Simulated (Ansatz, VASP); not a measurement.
**Two plane-wave programs on Si2Mo**

```
CELL_PARAMETERS angstrom
-1.60213 1.60213 3.90810
1.60213 -1.60213 3.90810
1.60213 1.60213 -3.90810
ATOMIC_POSITIONS crystal
Si 0.66457 0.66457 0.00000
Si 0.33543 0.33543 0.00000
Mo 0.00000 0.00000 0.00000
```

The cell is a database's computed one.

Alike in both runs: task single point; functional PBE; dispersion D3(BJ); k mesh 8 × 8 × 8; occupations gaussian, width 0.1 eV; no spin polarisation.

|  | VASP | Ansatz |
| --- | --- | --- |
| version | VASP 6.6.1 | Ansatz 0.2.0 |
| potentials or method | VASP PAW PBE potentials, release 64 (Si, Mo_sv) | scalar-relativistic, plane waves, PAW |
| plane-wave cutoff (eV) | 520 | 420 |
| valence electrons in the cell | 22 | 22 |

Ansatz gave:

```
gap on the k mesh at the Fermi level (eV)       : none
pressure (GPa)                                  : -3.8
largest component of the traceless stress (GPa) : 1.00
rms of the force components (eV/Å)              : 0.033
```

What did VASP give for the same quantities?

gap on the k mesh at the Fermi level (eV): none; pressure (GPa): -3.7; largest component of the traceless stress (GPa): 0.98; rms of the force components (eV/Å): 0.034.

Atom by atom the forces differ by 0.001 eV/Å (rms over components). A gap of «none» marks a metal or a gap that the smearing closes.

Caveats: pairwise dispersion overbinds metals, which lowers pressure and volume.
